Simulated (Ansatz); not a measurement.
Runs of Ansatz 0.2.0 on Ga. The structure is monoclinic, space group P2_1/m (No. 11). Conventional cell: a = 2.778 Å, b = 3.282 Å, c = 4.210 Å, α = 90.00°, β = 108.61°, γ = 90.00°. Ga (site symmetry m) has 8 Ga at 2.71 to 2.84 Å as nearest neighbours. This isn't the form of Ga at room conditions, which is orthorhombic.

| task | level | spin | k mesh | cutoff (eV) | q mesh | points for each segment of the path | atoms under strain | gap on the mesh (eV) | pressure (GPa) | V0 of scaled cells (Å³/atom) | B0 (GPa) | largest force (eV/Å) |
| --- | --- | --- | --- | --- | --- | --- | --- | --- | --- | --- | --- | --- |
| phonons | PBEsol | off | 8 × 8 × 6 | 420 | 2 × 2 × 2 | 8 | - | none | - | - | - | - |
| band structure | PBEsol | SOC, no magnetisation | 10 × 8 × 7 | 420 | - | 14 | - | none | (c) | - | - | (a) |
| equation of state | r2SCAN | off | 10 × 8 × 7 | 500 | - | - | - | - | - | 18.16 | 61 | - |
| elastic constants | PBEsol | off | 8 × 8 × 6 | 420 | - | - | clamped | none | -0.8 | - | - | 0.09 |
| equation of state | LDA | off | 10 × 8 × 7 | 420 | - | - | - | - | - | 17.35 | (b) | - |

Alike in all rows: potentials or basis Ansatz PAW; cell as given; smearing fermi-dirac 0.05 eV.

**Question.** Fill in the values left out.

**Answer.** (a) 0.07; (b) 65; (c) -0.7.

Caveats: the PAW data sets come from PBE, with cores solved anew for the run's functional, which leaves a small shift of forces and pressure (some runs); the cell was scaled at fixed shape and fractional positions, which overstates the stiffness of a crystal with free parameters, most of all of layers and chains (some runs); the PAW data sets were made with another functional, which shifts forces and pressure a little (some runs); elastic constants of metals need much finer meshes, so these are rough (some runs).

A k mesh can miss the band edges, and rows without SOC leave out spin-orbit coupling on Ga.

A gap of «none» marks a metal or a gap under the smearing width.
